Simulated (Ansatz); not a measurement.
The structure below was relaxed with Kohn–Sham DFT with the PBE functional, run in Ansatz (a quantum-chemistry and plane-wave program) with PAW and 420 eV plane waves, no spin-orbit coupling, at pressure 75 GPa.

```yaml
crystal:
  lattice:
    - [4.90594, 0.00000, 0.00000]
    - [0.00000, 4.90594, 0.00000]
    - [0.00000, 0.00000, 4.90594]
  atoms:
    - { symbol: Cs, position: [0.00000, 0.00000, 0.00000] }
    - { symbol: Pb, position: [0.50000, 0.50000, 0.50000] }
    - { symbol: I, position: [0.00000, 0.50000, 0.50000] }
    - { symbol: I, position: [0.50000, 0.50000, 0.00000] }
    - { symbol: I, position: [0.50000, 0.00000, 0.50000] }
```

Problem. Find the space group and the Wyckoff positions.

Solution. Space group Pm-3m (No. 221); a = b = c = 4.9059 Å, α = β = γ = 90.00°

```
atom  site  symmetry       x       y       z
----  ----  --------  ------  ------  ------
Cs      1a      m-3m  0.0000  0.0000  0.0000
Pb      1b      m-3m  0.5000  0.5000  0.5000
I       3c    4/mm.m  0.0000  0.5000  0.5000
```

Problem. Describe the coordination.

Solution. The crystal has 5 atoms in its conventional cell. Lattice parameters: a = 4.9059 Å, b = 4.9059 Å, c = 4.9059 Å, α = 90.00°, β = 90.00°, γ = 90.00°. Cs sees 12 I at 3.469 Å (cuboctahedral). Pb sees 6 I at 2.453 Å (octahedral). I is coordinated by 2 Pb at 2.453 Å and 8 I at 3.469 Å and 4 Cs at 3.469 Å. (Neighbours: up to the widest gap in distance over summed covalent radii, below 1.35, at either atom; cation-cation and far metal-metal contacts left out.)

A case with no gap was solved on a k-mesh chosen for an insulator, which is coarse for it. With I and Pb present, leaving out spin-orbit coupling can change the band edges. Load acts through the strain it causes; cell and atoms are relaxed under it. Stability against distortions was not tested. Competing high-pressure phases were not computed. The final runs are not spin-polarised. The cell was made from CsPbI₃ in the cubic perovskite structure (space group Pm-3m, No. 221) by this change: pressure 75 GPa. Many cubic perovskites are stable only at high temperature; tilts and polar distortions were not tested. This is not the structure that CsPbI3 has at room temperature and ambient pressure.
